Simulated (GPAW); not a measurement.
# BaZrO3 (Pm-3m) in GPAW: single point with TB-mBJ

Aim: the single point of BaZrO3 with TB-mBJ.

Program: GPAW 26.7.0. These are calculated values, not measurements. Logs are shortened: lines on timing, memory, paths and dates and some standing lists are left out, and cuts for length are marked. The log counts tension as positive stress, the text compression.

**1. Starting point**

Symmetry: Pm-3m, No. 221, cubic system. The conventional cell has a = 4.191 Å, b = 4.191 Å, c = 4.191 Å, α = 90.00°, β = 90.00°, γ = 90.00°. Ba (site symmetry m-3m) has 12 O at 2.96 Å as nearest neighbours. Zr (site symmetry m-3m) has 6 O at 2.10 Å as nearest neighbours. O (site symmetry 4/mmm) is surrounded by 2 Zr at 2.10 Å.

**2. Single point, TB-mBJ**

Input file run.py:

```python
from ase import Atoms
from ase.dft.bandgap import bandgap
from ase.io import write
from gpaw import GPAW, PW

atoms = Atoms(['Ba', 'Zr', 'O', 'O', 'O'],
              cell=[[4.19134, 0.0, 0.0],
                    [0.0, 4.19134, 0.0],
                    [0.0, 0.0, 4.19134]],
              scaled_positions=[[0.0, 0.0, 0.0],
                                [0.5, 0.5, 0.5],
                                [0.5, 0.5, 0.0],
                                [0.5, 0.0, 0.5],
                                [0.0, 0.5, 0.5]],
              pbc=True)

calc = GPAW(mode=PW(800),
            xc='TB09',
            kpts={'size': (6, 6, 6), 'gamma': True},
            occupations={'name': 'fermi-dirac', 'width': 0.05},
            nbands=36,
            convergence={'density': 1e-05, 'energy': 1e-05},
            eigensolver='cg',
            maxiter=150,
            txt='gpaw.txt')
atoms.calc = calc
energy = atoms.get_potential_energy()
calc.write('gs.gpw')
write('result.traj', atoms)
print('Fermi level:', round(calc.get_fermi_level(), 4), 'eV')
print(f'Gap: {bandgap(calc)[0]:.4f} eV, direct: {bandgap(calc, direct=True)[0]:.4f} eV')
```

Potentials or basis: GPAW PAW data sets for LDA (gpaw-data 1.2.1), pw.

The run is started by

```console
OMP_NUM_THREADS=1 python run.py
```

gpaw.txt:

```text
___ ___ ___ _ _ _
 |   |   |_  | | | |
 | | | | | . | | | |
 |__ |  _|___|_____|  26.7.0
 |___|_|

Input parameters:
  convergence: {density: 1e-05,
                energy: 1e-05}
  eigensolver: cg
  kpts: {gamma: True,
         size: (6, 6, 6)}
  maxiter: 150
  mode: {ecut: 800.0,
         name: pw}
  nbands: 36
  occupations: {name: fermi-dirac,
                width: 0.05}
  xc: TB09

System changes: positions, numbers, cell, pbc, initial_charges, initial_magmoms

Initialize ...

species:
  Ba:
    name:    Barium
    Z:       56.0
    valence: 10
    core:    46
    charge:  0.0  # [|e|]
    compensation charges:
      type: gauss
      rc: 0.37  # [Å]
      lmax: 2
    cutoffs:
      filter: 2.06  # [Å]
      core: 2.33  # [Å]
    projectors
    | kind |    occ | energy [eV] | rcut [Å] |
    |------|--------|-------------|----------|
    |   5s |  2.000 |     -33.774 |    1.164 |
    |   6s |  2.000 |      -3.346 |    1.164 |
    |   5p |  6.000 |     -18.813 |    1.164 |
    |    p |        |       0.000 |    1.164 |
    |    d |        |       0.000 |    1.164 |
    |    d |        |      27.211 |    1.164 |

    Using partial waves for Ba as LCAO basis

  Zr:
    name:    Zirconium
    Z:       40.0
    valence: 12
    core:    28
    charge:  0.0  # [|e|]
    compensation charges:
      type: gauss
      rc: 0.40  # [Å]
      lmax: 2
    cutoffs:
      filter: 2.39  # [Å]
      core: 1.59  # [Å]
    projectors
    | kind |    occ | energy [eV] | rcut [Å] |
    |------|--------|-------------|----------|
    |   4s |  2.000 |     -54.491 |    1.323 |
    |   5s |  2.000 |      -4.587 |    1.323 |
    |   4p |  6.000 |     -32.510 |    1.334 |
    |   5p |  0.000 |      -1.548 |    1.334 |
    |   4d |  2.000 |      -3.736 |    1.244 |
    |    d |        |      23.475 |    1.244 |

    Using partial waves for Zr as LCAO basis

  O:
    name:    Oxygen
    Z:       8.0
    valence: 6
    core:    2
    charge:  0.0  # [|e|]
    compensation charges:
      type: gauss
      rc: 0.21  # [Å]
      lmax: 2
    cutoffs:
      filter: 1.17  # [Å]
      core: 0.83  # [Å]
    projectors
    | kind |    occ | energy [eV] | rcut [Å] |
    |------|--------|-------------|----------|
    |   2s |  2.000 |     -23.752 |    0.688 |
    |   2p |  4.000 |      -9.195 |    0.598 |
    |    s |        |       3.459 |    0.688 |
    |    p |        |      18.016 |    0.598 |
    |    d |        |       0.000 |    0.619 |

    Using partial waves for O as LCAO basis

Reference energy: -324978.060453  # eV

Spin-paired calculation

Convergence criteria:
 Maximum [total energy] change in last 3 cyles: 1e-05 eV / valence electron
 Maximum integral of absolute [dens]ity change: 1e-05 electrons / valence electron
 Maximum integral of absolute [eigenst]ate change: 4e-08 eV^2 / valence electron
 Maximum number of scf [iter]ations: 150
 (Square brackets indicate name in SCF output, whereas a 'c' in
 the SCF output indicates the quantity has converged.)

Symmetries present (total): 48

  ( 1  0  0)  ( 1  0  0)  ( 1  0  0)  ( 1  0  0)  ( 1  0  0)  ( 1  0  0)
  ( 0  1  0)  ( 0  1  0)  ( 0  0  1)  ( 0  0  1)  ( 0  0 -1)  ( 0  0 -1)
  ( 0  0  1)  ( 0  0 -1)  ( 0  1  0)  ( 0 -1  0)  ( 0  1  0)  ( 0 -1  0)

  ( 1  0  0)  ( 1  0  0)  ( 0  1  0)  ( 0  1  0)  ( 0  1  0)  ( 0  1  0)
  ( 0 -1  0)  ( 0 -1  0)  ( 1  0  0)  ( 1  0  0)  ( 0  0  1)  ( 0  0  1)
  ( 0  0  1)  ( 0  0 -1)  ( 0  0  1)  ( 0  0 -1)  ( 1  0  0)  (-1  0  0)

  ( 0  1  0)  ( 0  1  0)  ( 0  1  0)  ( 0  1  0)  ( 0  0  1)  ( 0  0  1)
  ( 0  0 -1)  ( 0  0 -1)  (-1  0  0)  (-1  0  0)  ( 1  0  0)  ( 1  0  0)
  ( 1  0  0)  (-1  0  0)  ( 0  0  1)  ( 0  0 -1)  ( 0  1  0)  ( 0 -1  0)

  ( 0  0  1)  ( 0  0  1)  ( 0  0  1)  ( 0  0  1)  ( 0  0  1)  ( 0  0  1)
  ( 0  1  0)  ( 0  1  0)  ( 0 -1  0)  ( 0 -1  0)  (-1  0  0)  (-1  0  0)
  ( 1  0  0)  (-1  0  0)  ( 1  0  0)  (-1  0  0)  ( 0  1  0)  ( 0 -1  0)

  ( 0  0 -1)  ( 0  0 -1)  ( 0  0 -1)  ( 0  0 -1)  ( 0  0 -1)  ( 0  0 -1)
  ( 1  0  0)  ( 1  0  0)  ( 0  1  0)  ( 0  1  0)  ( 0 -1  0)  ( 0 -1  0)
  ( 0  1  0)  ( 0 -1  0)  ( 1  0  0)  (-1  0  0)  ( 1  0  0)  (-1  0  0)

  ( 0  0 -1)  ( 0  0 -1)  ( 0 -1  0)  ( 0 -1  0)  ( 0 -1  0)  ( 0 -1  0)
  (-1  0  0)  (-1  0  0)  ( 1  0  0)  ( 1  0  0)  ( 0  0  1)  ( 0  0  1)
  ( 0  1  0)  ( 0 -1  0)  ( 0  0  1)  ( 0  0 -1)  ( 1  0  0)  (-1  0  0)

  ( 0 -1  0)  ( 0 -1  0)  ( 0 -1  0)  ( 0 -1  0)  (-1  0  0)  (-1  0  0)
  ( 0  0 -1)  ( 0  0 -1)  (-1  0  0)  (-1  0  0)  ( 0  1  0)  ( 0  1  0)
  ( 1  0  0)  (-1  0  0)  ( 0  0  1)  ( 0  0 -1)  ( 0  0  1)  ( 0  0 -1)

  (-1  0  0)  (-1  0  0)  (-1  0  0)  (-1  0  0)  (-1  0  0)  (-1  0  0)
  ( 0  0  1)  ( 0  0  1)  ( 0  0 -1)  ( 0  0 -1)  ( 0 -1  0)  ( 0 -1  0)
  ( 0  1  0)  ( 0 -1  0)  ( 0  1  0)  ( 0 -1  0)  ( 0  0  1)  ( 0  0 -1)

216 k-points: 6 x 6 x 6 Monkhorst-Pack grid + [1/12,1/12,1/12]
20 k-points in the irreducible part of the Brillouin zone
       k-points in crystal coordinates                weights
   0:     0.00000000    0.00000000    0.00000000          1/216
   1:     0.16666667    0.00000000    0.00000000          6/216
   2:     0.16666667    0.16666667    0.00000000         12/216
   3:     0.16666667    0.16666667    0.16666667          8/216
   4:     0.33333333    0.00000000    0.00000000          6/216
   5:     0.33333333    0.16666667    0.00000000         24/216
   6:     0.33333333    0.16666667    0.16666667         24/216
   7:     0.33333333    0.33333333    0.00000000         12/216
   8:     0.33333333    0.33333333    0.16666667         24/216
   9:     0.33333333    0.33333333    0.33333333          8/216
          ...
  19:     0.50000000    0.50000000    0.50000000          1/216

Wave functions: Plane wave expansion
  Cutoff energy: 800.000 eV
  Number of coefficients (min, max): 3724, 3840
  Pulay-stress correction: 0.000000 eV/Ang^3 (de/decut=0.000000)
  Using FFTW library
  ScaLapack parameters: grid=1x1, blocksize=None
  Wavefunction extrapolation:
    Improved wavefunction reuse through dual PAW basis

Occupation numbers: Fermi-Dirac:
  width: 0.0500  # eV

Eigensolver
   CG(niter=4, rtol=3.0e-01)

Densities:
  Coarse grid: 28*28*28 grid
  Fine grid: 56*56*56 grid
  Total Charge: 0.000000

Density mixing:
  Method: separate
  Backend: msr1
  Linear mixing parameter: 0.05
  old densities: 10
  Width of damping distribution: 1.1
  Damping of long wavelength oscillations: 20

Hamiltonian:
  XC and Coulomb potentials evaluated on a 56*56*56 grid
  Using the TB09 Exchange-Correlation functional
  External potential:
    NoExternalPotential

XC parameters: TB09 with 2 nearest neighbor stencil

Number of atoms: 5
Number of atomic orbitals: 30
Number of bands in calculation: 36
Number of valence electrons: 40
Bands to converge: occupied

... initialized

Initializing position-dependent things.

Density initialized from atomic densities
Creating initial wave functions:
  30 bands from LCAO basis set
  6 bands from random numbers

    .---------.
   /|         |
  / |         |
 *  |         |
 | O|  Zr     |
 |  .---------.
 | /  OO     /
 |/         /
 Ba--------*

Atomic positions and initial magnetic moments

Positions:
   0 Ba     0.000000    0.000000    0.000000    ( 0.0000,  0.0000,  0.0000)
   1 Zr     2.095670    2.095670    2.095670    ( 0.0000,  0.0000,  0.0000)
   2 O      2.095670    2.095670    0.000000    ( 0.0000,  0.0000,  0.0000)
   3 O      2.095670    0.000000    2.095670    ( 0.0000,  0.0000,  0.0000)
   4 O      0.000000    2.095670    2.095670    ( 0.0000,  0.0000,  0.0000)

Unit cell:
           periodic     x           y           z      points  spacing
  1. axis:    yes    4.191340    0.000000    0.000000    28     0.1497
  2. axis:    yes    0.000000    4.191340    0.000000    28     0.1497
  3. axis:    yes    0.000000    0.000000    4.191340    28     0.1497

  Lengths:   4.191340   4.191340   4.191340
  Angles:   90.000000  90.000000  90.000000

Effective grid spacing dv^(1/3) = 0.1497

iter:   1  8798.007282
iter:   2  8815.441244   +1.36  -0.85
iter:   3  8815.089534   +0.35  -1.02
iter:   4  8822.163242   +0.08  -1.07
iter:   5  8823.374079   -0.65  -1.36
iter:   6  8829.820962   -0.36  -1.42
iter:   7  8825.949524   -0.47  -1.58
iter:   8  8826.917942   -0.47  -1.58
iter:   9  8826.886286   -0.66  -2.18
iter:  10  8826.886400   -1.39  -2.10
iter:  11  8828.371913   -0.90  -2.35
iter:  12  8829.184752   -1.58  -2.50
iter:  13  8829.770723   -2.35  -2.72
iter:  14  8829.711256   -2.76  -2.64
iter:  15  8829.751748   -3.25  -2.76
iter:  16  8829.657869   -3.71  -2.69
iter:  17  8829.677004   -3.68  -2.72
iter:  18  8829.606811   -4.45  -2.65
iter:  19  8829.624024   -4.45  -2.75
iter:  20  8829.451250   -3.63  -2.68
iter:  21  8829.234740   -3.12  -2.92
iter:  22  8829.180879   -4.11  -3.19
iter:  23  8829.074775   -3.68  -3.26
iter:  24  8829.111286   -4.50  -3.57
iter:  25  8829.133289   -4.08  -3.49
iter:  26  8829.104218   -4.63  -3.36
iter:  27  8829.037426   -4.14  -3.48
iter:  28  8829.123255   -4.02  -3.65
iter:  29  8829.120717   -4.72  -3.57
iter:  30  8829.155500   -5.14  -3.45
iter:  31  8829.152211   -4.87  -3.37
iter:  32  8829.178294   -5.67  -3.31
iter:  33  8829.071162   -4.03  -3.19
iter:  34  8829.059879   -4.58  -3.90
iter:  35  8828.999096   -4.76  -3.82
iter:  36  8828.988054   -4.75  -3.88
iter:  37  8828.976961   -5.18  -4.07
iter:  38  8829.000299   -5.51  -4.04
iter:  39  8828.979820   -5.52  -4.09
iter:  40  8828.992537   -5.46  -4.06
iter:  41  8828.985911   -5.51  -4.37
iter:  42  8828.992558   -5.91  -4.35
iter:  43  8828.989042   -6.10  -4.63
iter:  44  8828.991421   -6.39  -4.66
iter:  45  8828.990345   -6.65  -5.04c
iter:  46  8828.991140   -7.02  -5.02c
iter:  47  8828.990742   -7.35  -5.58c
iter:  48  8828.990942c  -7.64c -5.50c

Converged after 48 iterations.

Dipole moment: (-0.000000, -0.000000, -0.000000) |e|*Ang

Energy contributions relative to reference atoms: (reference = -324978.060453)

Kinetic:        -12.542628
Potential:      +18.808799
External:        +0.000000
XC:            +8825.931162
Entropy (-ST):   -0.000000
Local:           -3.206391
SIC:             +0.000000
--------------------------
Free energy:   +8828.990942
Extrapolated:  +8828.990942

Showing only first 2 kpts
 Kpt  Band  Eigenvalues  Occupancy
  0    18      7.30181    2.00000
  0    19      7.30181    2.00000
  0    20     11.73924    0.00000
  0    21     11.73924    0.00000

  1    18      7.21805    2.00000
  1    19      7.21805    2.00000
  1    20     11.82314    0.00000
  1    21     12.26212    0.00000

Fermi level: 9.35338

Gap: 4.147 eV
Transition (v -> c):
  (s=0, k=19, n=19, [0.50, 0.50, 0.50]) -> (s=0, k=0, n=20, [0.00, 0.00, 0.00])
Direct/indirect transitions are different
Direct gap: 4.437 eV
Transition at: (s=0, k=0, n=19, [0.00, 0.00, 0.00])
Writing to gs.gpw (mode='')
```

It took 5.5 min on 1 thread of Arm Neoverse V1, shared host; peak memory 0.46 GiB.

Results:

```
Band gap on the k mesh : 4.15 eV, indirect (least direct gap 4.44 eV)
```

Caveat: a model potential gives levels but no total energy; spin-orbit coupling is left out, which moves the levels of the heavy elements.
